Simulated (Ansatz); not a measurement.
## H: random displacements

Level of theory: DFT PBE, scalar-relativistic, plane waves, PAW (Ansatz 0.2.0). The runs took a 420 eV cutoff, a Γ-centred 6×6×6 mesh and Gaussian smearing (0.05 eV). No spin polarisation. Energies are free energies at this smearing, counted from the undisturbed cell; pressure is positive in compression.

The starting cell (relaxed at this level; it needn't be the usual structure):

```
CELL_PARAMETERS angstrom
3.70974 -3.70974 0.00000
3.70974 3.70974 0.00000
-3.70974 0.00000 4.57113
ATOMIC_POSITIONS crystal
H 0.45895 0.45895 0.91789
H 0.20895 0.70895 0.41789
H 0.95895 0.95895 0.91789
H 0.70895 0.20895 0.41789
H 0.04105 0.04105 0.08211
H 0.79105 0.29105 0.58211
H 0.54105 0.54105 0.08211
H 0.29105 0.79105 0.58211
```

The cell holds molecules and no dispersion correction was added, so their binding is poorly described.

The atoms are displaced (Å, in the unstrained cell):

| atom | ux | uy | uz |
| --- | --- | --- | --- |
| H1 | -0.052 | 0.030 | -0.020 |
| H2 | -0.005 | -0.001 | -0.020 |
| H3 | 0.006 | -0.041 | 0.011 |
| H4 | 0.027 | 0.014 | 0.030 |
| H5 | 0.002 | 0.040 | -0.027 |
| H6 | -0.016 | -0.018 | 0.045 |
| H7 | -0.034 | 0.009 | 0.033 |
| H8 | 0.072 | -0.034 | -0.051 |

Strain (Voigt, engineering shear): (0.0054, -0.0574, -0.0903, 0.0120, -0.0818, -0.0576).

(1) What are the energy change, the stress and the forces?

## Answers

(1) ΔE = 57.2 meV/atom; stress (xx, yy, zz, yz, xz, xy; compression positive) (0.17, 0.22, 11.67, 0.26, -0.06, -0.01) GPa; gap on the mesh 9.20 eV.
```csv
atom,Fx (eV/Å),Fy,Fz
H1,0.01,0.01,-0.72
H2,-0.35,0.21,-4.54
H3,0.25,-0.56,-4.52
H4,0.20,0.07,-1.94
H5,-0.25,0.56,4.52
H6,-0.20,-0.07,1.94
H7,-0.01,-0.01,0.72
H8,0.34,-0.21,4.55
```

Cost: 1 run of about 0.17 core-minutes, on Arm Neoverse V1 (shared hosts).